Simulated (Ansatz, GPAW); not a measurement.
Given: the input of a run of Ansatz 0.2.0 on Sr. This isn't the form of Sr at room conditions, which is fcc.

Contents of input.yaml:

```yaml
crystal:
  lattice:
    - [-3.706358277, 3.706358277, 2.0208764669]
    - [3.706358277, -3.706358277, 2.0208764669]
    - [3.706358277, 3.706358277, -2.0208764669]
  atoms:
    - { symbol: Sr, position: [0.0, 0.0, 0.0] }
    - { symbol: Sr, position: [0.75, 0.25, 0.5] }
kpoints:
  mp_grid: { grid: [8, 8, 8] }
scf:
  occupations: { method: gaussian, width: 0.1 }
hamiltonian:
  xc: lda
  pseudopotentials: { kind: all_electron, lapw: { basis_error: 0.001 } }
output:
  forces: true
  stress: true
  eigenvalues: true
```

Potentials or basis: all-electron LAPW, scalar-relativistic.

The run is started by

```console
$ ansatz run input.yaml --threads 1 --pin off --max-ram 3072MiB --backend cpu --events-out ev --progress --plain --runs-dir out
```

Q: What does the same run look like in GPAW 26.7.0 (ASE script)? Potentials or basis there: the program's PAW data sets (release 1.2.1) made for this functional, cutoff 600 eV.

A: As run (cutoffs and basis follow the program's own potentials, and thresholds, step limits or extra output files can differ):

run.py

```python
from ase import Atoms
from ase.dft.bandgap import bandgap
from ase.io import write
from ase.units import GPa
from gpaw import GPAW, PW

atoms = Atoms(['Sr', 'Sr'],
              cell=[[-3.706358277, 3.706358277, 2.0208764669],
                    [3.706358277, -3.706358277, 2.0208764669],
                    [3.706358277, 3.706358277, -2.0208764669]],
              scaled_positions=[[0.0, 0.0, 0.0],
                                [0.75, 0.25, 0.5]],
              pbc=True)

calc = GPAW(mode=PW(600),
            xc='LDA',
            kpts={'size': (8, 8, 8), 'gamma': True},
            occupations={'name': 'methfessel-paxton', 'order': 0, 'width': 0.1},
            nbands=19,
            convergence={'density': 1e-05, 'energy': 1e-05},
            maxiter=150,
            txt='gpaw.txt')
atoms.calc = calc
energy = atoms.get_potential_energy()
forces = atoms.get_forces()
stress = atoms.get_stress()
calc.write('gs.gpw')
write('result.traj', atoms)
print(f'Energy: {energy:.6f} eV')
print('Forces (eV/A):')
print(forces.round(4))
print('Stress (GPa):', (stress / GPa).round(3))
print('Fermi level:', round(calc.get_fermi_level(), 4), 'eV')
print(f'Gap: {bandgap(calc)[0]:.4f} eV, direct: {bandgap(calc, direct=True)[0]:.4f} eV')
```

Potentials or basis: the program's PAW data sets (release 1.2.1) made for this functional, pw.

Run with:

```bash
$ OMP_NUM_THREADS=1 python run.py
```

Both were run:

|  | Ansatz | GPAW |
| --- | --- | --- |
| Pressure | -1.2 GPa | -1.2 GPa |

Where Ansatz's input types no cutoff or centring, it takes its own default and a Γ-centred mesh.

The two programs' LDA may be different fits to the electron gas.

Pressure is positive in compression.
